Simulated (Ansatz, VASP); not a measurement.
# Hf: VASP beside Ansatz

```
CELL_PARAMETERS angstrom
2.27075 0.00000 0.00000
0.00000 2.27075 0.00000
0.00000 0.00000 2.27075
ATOMIC_POSITIONS crystal
Hf 0.00000 0.00000 0.00000
```

Change from the starting cell: volume scaled by 0.52, LAPW.

Alike in both runs: task single point; functional LDA; k mesh 15 × 15 × 15; occupations fermi-dirac, width 0.1 eV; no spin polarisation.

```csv
,VASP,Ansatz
version,VASP 6.6.1,Ansatz 0.2.0
potentials or method,"VASP PAW LDA potentials, release 64 (Hf_pv), cutoff 520 eV","all-electron LAPW, scalar-relativistic"
```

Ansatz gave:

```
pressure (GPa) : 212.5
```

Task: Which values does VASP return?

Result: Pressure (GPa): 207.0.

Ansatz ran all-electron here, so the differences hold the error of VASP's frozen core and of both bases.

Caveats: the cell as given lies far from equilibrium; so large a pressure means that the cell lies far from this level's equilibrium, or that cutoff or potentials fall short (VASP). Spin-orbit coupling is left out, which matters for the levels of Hf.
